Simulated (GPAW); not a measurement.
TiPt3:

```
CELL_PARAMETERS angstrom
3.89700 0.00000 0.00000
0.00000 3.89700 0.00000
0.00000 0.00000 3.89700
ATOMIC_POSITIONS crystal
Pt 0.50000 0.50000 0.00000
Pt 0.50000 0.00000 0.50000
Pt 0.00000 0.50000 0.50000
Ti 0.00000 0.00000 0.00000
```

```yaml
Program: GPAW 26.7.0
Task: relaxation of cell and atoms
Functional: PBEsol
Dispersion: D3(BJ)
Potentials_or_basis: PAW data sets generated in the run's folder for this functional
Cutoff: 600 eV
Basis: pw
k_mesh: 7 × 7 × 7
Occupations: fermi-dirac, width 0.05 eV
Spin: no spin polarisation
```

At the start: pressure -7.7 GPa; volume 14.80 Å³/atom.

**Question.** Where does the relaxation end?

**Answer.** Over 4 steps the energy falls by 9.7 meV/atom and the volume is 14.37 Å³/atom (-2.8 %); space group Pm-3m (No. 221, to 0.05 Å).

The path:
```
step  energy change (eV)  largest force (eV/Å)  pressure (GPa)  volume (Å³)
   1              0.0000                0.0000           -7.75        59.18
   2             -0.0183                0.0000           -5.80        58.73
   3             -0.0387                0.0000            0.27        57.44
   4             -0.0387                0.0000           -0.01        57.50
```

Final structure:
```
Pt Ti
1.0
     3.85972    0.00000    0.00000
     0.00000    3.85972    0.00000
     0.00000    0.00000    3.85972
Pt Ti
3 1
Direct
  0.50000 0.50000 0.00000
  0.50000 0.00000 0.50000
  0.00000 0.50000 0.50000
  0.00000 0.00000 0.00000
```

Caveat: later steps reuse the first step's grids; pairwise dispersion overbinds metals, which lowers pressure and volume.
